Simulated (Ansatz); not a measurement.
Set up this calculation in Ansatz 0.2.0, as the native input.

```yaml
Task: single point
Functional: PBE
Potentials_or_basis: Ansatz PAW
Cutoff: "420 eV (not typed: the program's choice for these potentials)"
k_mesh: 8 × 8 × 8
Occupations: gaussian, width 0.011 eV
Spin: no spin polarisation
```

Crystal: InPd.

```
In Pd
1.0
     0.00000    2.74607    2.74607
     2.74607    0.00000    2.74607
     2.74607    2.74607    0.00000
In Pd
1 1
Direct
  0.00000 0.00000 0.00000
  0.50000 0.50000 0.50000
```

The cell was built by a generator and needn't be a form met in nature.

The input as run:

input.yaml

```yaml
crystal:
  lattice:
    - [0.0, 2.74607, 2.74607]
    - [2.74607, 0.0, 2.74607]
    - [2.74607, 2.74607, 0.0]
  atoms:
    - { symbol: In, position: [0.0, 0.0, 0.0] }
    - { symbol: Pd, position: [0.5, 0.5, 0.5] }
hamiltonian:
  xc: pbe
  pseudopotentials: { kind: paw }
kpoints:
  mp_grid: { grid: [8, 8, 8] }
scf:
  occupations: { method: gaussian, width: 0.011 }
output:
  forces: true
  stress: true
  eigenvalues: true
```

Potentials or basis: Ansatz PAW.

The run is started by

```sh
$ ansatz run input.yaml --threads 2 --pin off --max-ram 5632MiB --backend cpu --events-out ev --progress --plain --runs-dir out
```

It gave:

| Item | Value |
| --- | --- |
| Pressure | 0.1 GPa |
| Band gap on the k mesh | none (metal or under the smearing width) |

Wall time 0.66 s on 2 threads of Arm Neoverse V2 (shared host), peak memory 0.31 GiB.
